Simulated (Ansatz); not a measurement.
LiF (P6_3mc) from a database structure, relaxed with r2SCAN in the plane-wave code Ansatz. Space group P6_3mc (No. 186), hexagonal; conventional cell a = 3.081 Å, c = 4.785 Å, 9.83 Å³ an atom. Li has 4 F at 1.86–1.87 Å; F has 4 Li at 1.86–1.87 Å.

The axes x, y and z are those of this cell:
```
Li F
1.0
     3.08105    0.00000    0.00000
    -1.54053    2.66827    0.00000
     0.00000    0.00000    4.78523
Li F
2 2
Direct
  0.33333 0.66667 0.38244
  0.66667 0.33333 0.88244
  0.33333 0.66667 0.99256
  0.66667 0.33333 0.49256
```

Unstrained: The PBE gap is direct at Γ: 7.851 eV. The r2SCAN gap is direct at Γ: 8.583 eV. With HSE06 the gap is 10.026 eV and direct, at Γ. Meshes: PBE 12×12×6, r2SCAN 12×12×6, HSE06 6×6×4. Strains are changes of length per length. After each strain the atoms were relaxed again with r2SCAN in this cell and within any symmetry left, so distortions that break it or need a larger cell weren't tested; points keep the names that they have in the unstrained zone. No spin polarisation and no zero-point or thermal motion.

Problem. Apply uniaxial -5.69 % along x, other directions held. How far does the gap move, against the unstrained cell?

Solution. PBE: the gap goes from 7.851 to 8.236 eV (+0.385 eV). r2SCAN: the gap goes from 8.583 to 8.983 eV (+0.400 eV). HSE06: the gap goes from 10.026 to 10.448 eV (+0.422 eV). The r2SCAN energy rises by 9.8 meV an atom.

Problem. Estimate what biaxial -0.98 % in x and y, z held does to the gap.

Solution. PBE: the gap goes from 7.851 to 7.983 eV (+0.132 eV). r2SCAN: the gap goes from 8.583 to 8.719 eV (+0.136 eV). HSE06: the gap goes from 10.026 to 10.168 eV (+0.142 eV). The r2SCAN energy rises by 0.9 meV an atom.

Problem. Apply uniaxial +0.66 % along y, other directions held. How far does the gap move, against the unstrained cell?

Solution. PBE: the gap goes from 7.851 to 7.809 eV (-0.042 eV). r2SCAN: the gap goes from 8.583 to 8.539 eV (-0.044 eV). HSE06: the gap goes from 10.026 to 9.980 eV (-0.046 eV). The r2SCAN energy rises by 0.1 meV an atom.

Problem. Estimate what isotropic -3.34 % on every length does to the gap.

Solution. PBE: the gap goes from 7.851 to 8.420 eV (+0.569 eV). r2SCAN: the gap goes from 8.583 to 9.176 eV (+0.593 eV). HSE06: the gap goes from 10.026 to 10.644 eV (+0.618 eV). The r2SCAN energy rises by 20.4 meV an atom.

The meshes of the hybrids are coarse, so their gaps aren't converged to the digits shown.
